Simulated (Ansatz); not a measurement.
# HfO2 (P4_2/mnm) in Ansatz: reference runs

How does HfO2 come out in PBEsol? The cell is run as given.

Everything below comes from runs of Ansatz 0.2.0. Logs are shortened: lines on timing, memory, paths and dates and some standing lists are left out, and cuts for length are marked.

### Step 1. Starting point

It takes space group P4_2/mnm (No. 136, tetragonal). The conventional cell has a = 4.814 Å, b = 4.814 Å, c = 3.205 Å, α = 90.00°, β = 90.00°, γ = 90.00°. Hf (site symmetry mmm) is surrounded by 6 O at 2.08 Å. O (site symmetry m2m) has 3 Hf at 2.08 Å as nearest neighbours.

Measurements of this composition are mostly on another form, of space group No. 14.

### Step 2. Single point, PBEsol

Input file input.yaml:

```yaml
crystal:
  lattice:
    - [4.81353299, 0.0, 0.0]
    - [0.0, 4.81353299, 0.0]
    - [0.0, 0.0, 3.20541541]
  atoms:
    - { symbol: Hf, position: [0.5, 0.5, 0.5] }
    - { symbol: Hf, position: [0.0, 0.0, 0.0] }
    - { symbol: O, position: [0.80504488, 0.19495512, 0.5] }
    - { symbol: O, position: [0.69495512, 0.69495512, 0.0] }
    - { symbol: O, position: [0.30504488, 0.30504488, 0.0] }
    - { symbol: O, position: [0.19495512, 0.80504488, 0.5] }
kpoints:
  mp_grid: { grid: [6, 6, 8] }
scf:
  occupations: { method: fermi_dirac, width: 0.05 }
hamiltonian:
  xc: pbesol
  pseudopotentials: { kind: all_electron, lapw: { basis_error: 0.001 } }
output:
  forces: true
  stress: true
  eigenvalues: true
  populations: true
```

Potentials or basis: all-electron LAPW, scalar-relativistic.

Command:

```sh
$ ansatz run input.yaml --threads 4 --pin off --max-ram 12288MiB --backend cpu --events-out ev --progress --plain --runs-dir out
```

Standard output:

```text
Warning: RAYON_NUM_THREADS=4 ignored (pool sized by the plan → 4); use --threads N
Hf: projections on atomic orbitals take those of the free atom 1s2 2s2 2p6 3s2 3p6 3d10 4s2 4p6 4d10 4f14 5s2 5p6 5d2 6s2, of charge +0.00 (hamiltonian.pseudopotentials.projection_atoms)
O: projections on atomic orbitals take those of the free atom 1s2 2s2 2p4, of charge +0.00 (hamiltonian.pseudopotentials.projection_atoms)
LAPW: plane waves up to 10.623 Å⁻¹, error target 1.0e-3 eV per atom; small_component_spin mean_spin; O in spheres of 0.885 Å, 8 of its electrons in bands, Dirac shells []; Hf in spheres of 1.192 Å, 44 of its electrons in bands, Dirac shells [] (how accurate: hamiltonian.pseudopotentials.lapw.basis_error, Limitations)
Engine: ansatz 0.2.0, x86_64-unknown-linux-gnu
Pseudopotentials: kind: all_electron
Pseudopotential: Hf, LAPW, valence charge 44, lapw/all_electron/scalar/gaussian/Hf, Koelling and Harmon's equation, gaussian nucleus
Pseudopotential: O, LAPW, valence charge 8, lapw/all_electron/scalar/gaussian/O, Koelling and Harmon's equation, gaussian nucleus
Functional definition: PBEsol
  exchange = pbesol_x
  correlation = pbesol_c
Crystal: 6 atoms, lattice volume = 74.270 Å³
Basis set: ecut = 429.922120322484 eV, 1495 PW (Γ), exchange–correlation at level 2
Bands: 72, of which v1, the nominal top of the filled ones, is band 60 counted from 1 (59 counted from 0)
Symmetry: 16 space group operations
Space group: P42/mnm (ITA 136), of the structure as read, at distance tolerance 4.2e-5 Å
k-points: 50 of 288
Non-local potential: Hf, projectors of the file, none
Non-local potential: O, projectors of the file, none
Initial density: superposition of atomic densities (chi_scale 0.1, normalization cell, long waves kept (reshape's long-wave potential 0.00 eV rms))
Initial wavefunctions: plane waves of lowest kinetic energy (no species holds an atomic orbital)
[... 25 lines left out ...]
  E_xc         = -17488.829722
  E_electrostatic = -1731711.861940  (all electrons and nuclei)
  E_smearing   = -0.000000  (= −TS)
  E_closure    = 0.000000  (closes the sum)
  E_atoms      = -828374.154090  (free atoms, spherical and without spin; not in F)
  Σ components = -828431.843097   (vs F -828431.843097, Δ=0.00e0)
  Basis errors (estimates in eV, not in F): energy 4.5e-4 per atom: plane waves 4.1e-4 (2.5e-4 summed), levels above the bands 3.2e-87, relativity 6.7e-8, radial functions 3.8e-5, core shells 7.9e-12; eigenvalues (radial functions only) 9.3e-6; not estimated: angular momenta, meshes, grids; target (lapw.basis_error) 1.0e-3; muffin-tin radii O 0.885 Å, Hf 1.192 Å
--- Forces (eV/Å), atoms counted from 1 ---
  atom   1  Hf     0.00000000     0.00000000     0.00000000
  atom   2  Hf     0.00000000    -0.00000000     0.00000000
  atom   3  O     -0.01119931     0.01119931     0.00000000
  atom   4  O      0.01119931     0.01119931     0.00000000
  atom   5  O     -0.01119931    -0.01119931     0.00000000
  atom   6  O      0.01119931    -0.01119931     0.00000000
  max |Σ_I F_I| component: 3.47e-18 eV/Å
--- Stress (GPa, compression-positive) ---
        1.915555       0.000000       0.000000
        0.000000       1.915555       0.000000
        0.000000       0.000000       1.868722
  P = ⅓ Tr σ = 1.8999 GPa (18.999 kbar)
--- Band table (eV; the first three rows and the last of 50) ---
  k-point 0: bands = ["-491.6154", "-491.6154", "-489.2906", "-489.2906", "-489.2906", "-489.2906", "-358.5231", "-358.5231", "-358.5047", "-358.5047", "-358.5044", "-358.5044", "-186.6259", "-186.6259", "-186.6195", "-186.6195", "-186.6062", "-186.6062", "-186.5968", "-186.5968", "-186.5866", "-186.5866", "-47.4928", "-47.4824", "-16.5088", "-16.5088", "-16.2048", "-16.2048", "-16.0868", "-16.0236", "-4.8743", "-4.0655", "-2.9127", "-2.9127", "2.6004", "2.6004", "2.6085", "2.6441", "2.6441", "2.6456", "2.6517", "2.6517", "2.6742", "2.6815", "2.6979", "2.7030", "2.7933", "2.7933", "7.1523", "7.6607", "8.3174", "9.1671", "9.1671", "10.9281", "10.9281", "11.1734", "12.1098", "12.3622", "12.3622", "12.7428", "16.6659", "16.8357", "17.9803", "18.3388", "18.3388", "18.9809", "20.6961", "21.1839", "23.0476", "23.0476", "24.0743", "24.0743"]
  k-point 1: bands = ["-491.6154", "-491.6154", "-489.2906", "-489.2906", "-489.2906", "-489.2906", "-358.5231", "-358.5231", "-358.5047", "-358.5047", "-358.5044", "-358.5044", "-186.6259", "-186.6259", "-186.6195", "-186.6195", "-186.6062", "-186.6062", "-186.5968", "-186.5968", "-186.5866", "-186.5866", "-47.4892", "-47.4796", "-16.4818", "-16.4818", "-16.2026", "-16.2026", "-16.1849", "-16.1290", "-4.6832", "-3.9273", "-3.0229", "-3.0229", "2.6053", "2.6053", "2.6141", "2.6456", "2.6465", "2.6465", "2.6523", "2.6523", "2.6713", "2.6773", "2.6926", "2.6956", "2.7781", "2.7781", "7.4167", "7.8607", "8.4823", "9.1509", "9.1509", "10.7125", "11.1140", "11.1140", "11.5452", "12.1627", "12.1627", "12.6382", "16.9958", "17.3332", "17.8618", "18.2867", "18.2867", "19.3523", "20.4734", "21.4766", "23.1906", "23.1906", "24.4773", "24.4773"]
  k-point 2: bands = ["-491.6154", "-491.6154", "-489.2906", "-489.2906", "-489.2906", "-489.2906", "-358.5231", "-358.5231", "-358.5047", "-358.5047", "-358.5044", "-358.5044", "-186.6259", "-186.6259", "-186.6195", "-186.6195", "-186.6062", "-186.6062", "-186.5968", "-186.5968", "-186.5866", "-186.5866", "-47.4804", "-47.4731", "-16.4119", "-16.4119", "-16.4119", "-16.3733", "-16.2010", "-16.2010", "-4.2125", "-3.6165", "-3.2841", "-3.2841", "2.6186", "2.6186", "2.6333", "2.6410", "2.6496", "2.6496", "2.6567", "2.6567", "2.6643", "2.6675", "2.6698", "2.7002", "2.7437", "2.7437", "8.1092", "8.3392", "8.9616", "9.2071", "9.2071", "9.7814", "10.4919", "11.4035", "11.4035", "11.7009", "11.7009", "12.2581", "17.6383", "17.7079", "18.2242", "18.3791", "18.3791", "19.8823", "20.3558", "22.1709", "23.1582", "23.1582", "25.0107", "25.7678"]
  k-point 49: bands = ["-491.6154", "-491.6154", "-489.2906", "-489.2906", "-489.2906", "-489.2906", "-358.5231", "-358.5231", "-358.5047", "-358.5047", "-358.5044", "-358.5044", "-186.6259", "-186.6259", "-186.6195", "-186.6195", "-186.6062", "-186.6062", "-186.5968", "-186.5968", "-186.5866", "-186.5866", "-47.4659", "-47.4659", "-16.7033", "-16.7033", "-16.2774", "-16.2774", "-16.2405", "-16.2405", "-3.7023", "-3.7023", "-3.2901", "-3.2901", "2.6375", "2.6375", "2.6508", "2.6508", "2.6511", "2.6511", "2.6570", "2.6570", "2.6577", "2.6577", "2.6940", "2.6940", "2.7063", "2.7063", "8.6109", "8.6109", "8.6705", "8.6705", "9.6505", "9.6505", "10.7537", "10.7537", "11.6641", "11.6641", "12.2820", "12.2820", "17.8684", "17.8684", "18.6010", "18.6010", "19.2035", "19.2035", "22.0511", "22.0511", "23.1717", "23.1717", "24.1166", "24.1166"]
--- Löwdin populations: 6 sites ---
  site symbol       q [e]
     0     Hf     70.5971
     1     Hf     70.5971
     2      O      8.6546
     3      O      8.6546
     4      O      8.6546
     5      O      8.6546
  spilling = 0.001066 (of n_electrons = 176.000000)
```

populations.tsv:

```text
# site	symbol	l	j	q
# orbitals = lowdin
# n_electrons = 176.000000
# spilling = 0.001066
# projection_atom_Hf: 1s2 2s2 2p6 3s2 3p6 3d10 4s2 4p6 4d10 4f14 5s2 5p6 5d2 6s2
# projection_atom_O: 1s2 2s2 2p4
0	Hf	0_1S	-	2.000000
0	Hf	0_2S	-	1.999987
0	Hf	0_3S	-	1.999839
0	Hf	0_4S	-	1.998296
0	Hf	0_5S	-	1.968354
0	Hf	0_6S	-	0.432587
0	Hf	1_2P	-	6.000000
0	Hf	1_3P	-	5.999998
0	Hf	1_4P	-	5.999897
0	Hf	1_5P	-	5.986210
0	Hf	2_3D	-	9.999999
0	Hf	2_4D	-	9.999943
0	Hf	2_5D	-	2.214250
0	Hf	3_4F	-	13.997701
1	Hf	0_1S	-	2.000000
1	Hf	0_2S	-	1.999987
1	Hf	0_3S	-	1.999839
1	Hf	0_4S	-	1.998296
1	Hf	0_5S	-	1.968354
1	Hf	0_6S	-	0.432587
1	Hf	1_2P	-	6.000000
1	Hf	1_3P	-	5.999998
1	Hf	1_4P	-	5.999897
1	Hf	1_5P	-	5.986210
1	Hf	2_3D	-	9.999999
1	Hf	2_4D	-	9.999943
1	Hf	2_5D	-	2.214250
1	Hf	3_4F	-	13.997701
2	O	0_1S	-	1.997433
2	O	0_2S	-	1.688700
2	O	1_2P	-	4.968419
3	O	0_1S	-	1.997433
3	O	0_2S	-	1.688700
3	O	1_2P	-	4.968419
4	O	0_1S	-	1.997433
4	O	0_2S	-	1.688700
4	O	1_2P	-	4.968419
5	O	0_1S	-	1.997433
5	O	0_2S	-	1.688700
5	O	1_2P	-	4.968419
```

Run time: 25 s. Hardware: 4 threads of Intel Xeon Platinum 8488C (Sapphire Rapids), shared host; peak memory 1.1 GiB.

What came out:

* Free energy: -828431.8431 eV
* Pressure: 1.9 GPa
* Largest force: 0.016 eV/Å
* Band gap on the k mesh: 3.92 eV, direct
* Loewdin charges: Hf +1.40; O -0.65 e

Forces in eV/Å, atoms in the order of the input:
```
Hf   0.000  0.000  0.000
Hf   0.000  0.000  0.000
O   -0.011  0.011  0.000
O    0.011  0.011  0.000
O   -0.011 -0.011  0.000
O    0.011 -0.011  0.000
```

Caveat: spin-orbit coupling is left out, which moves the levels of the heavy elements. A k mesh can miss the band edges.
